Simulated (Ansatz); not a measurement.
## P: strain and displacement

```
CELL_PARAMETERS angstrom
2.70538 0.00000 0.00000
-1.35269 2.34293 0.00000
0.00000 0.00000 4.58769
ATOMIC_POSITIONS crystal
P 0.33333 0.66667 0.25000
P 0.66667 0.33333 0.75000
```

Atoms are numbered in the order listed.

The cell was built from the hcp type and relaxed in the same program, and has space group P6_3/mmc; it needn't be a known or the stable phase.

These are results of Ansatz 0.2.0, DFT, PBE, all-electron PAW with datasets made for the crystal, scalar-relativistic, not measurements.

Settings: a Γ-centred 15×15×8 k mesh, Fermi–Dirac smearing of 0.05 eV, cutoff 220 eV (chosen by the program for this cell), no spin polarisation.

The unchanged cell is at 0.05 GPa, so energy changes include a term −P ΔV where the volume moves.

In a metal, stresses and small energies carry noise from the k mesh.

x, y and z are the Cartesian axes of the cell as listed; fractional coordinates follow a strain, and an engineering shear is twice the off-diagonal strain component.

Problem. With this change (z strained by -4 % at fixed volume), what becomes of the energy and stress?

Solution. Energy change +14 meV/atom; stress change (xx, yy, zz, yz, xz, xy) -1.35, -1.35, 3.05, 0.00, 0.00, 0.00 GPa, compression positive.

Problem. With this change (x and y strained by +3 %, z held), what becomes of the energy and stress?

Solution. Energy change +18 meV/atom; stress change (xx, yy, zz, yz, xz, xy) -5.97, -5.97, -2.60, 0.00, 0.00, 0.00 GPa, compression positive.

Problem. With this change (atom 2 (P) moved by (0.0000, 0.0000, 0.1200) Å), what becomes of the energy and stress and forces?

Solution. Energy change -3 meV/atom; stress change (xx, yy, zz, yz, xz, xy) 0.63, 0.63, 0.96, 0.00, 0.00, 0.00 GPa, compression positive; change of the force on P2 (0.000, 0.000, 0.062) eV/Å.

Problem. What force constant does this one finite step give for P2 along its displacement (all its periodic images move with it)?

Solution. k = −ΔF·u/|u|² = -0.51 eV/Å², so the force pushes the atom further, a sign of instability along this zone-centre pattern.
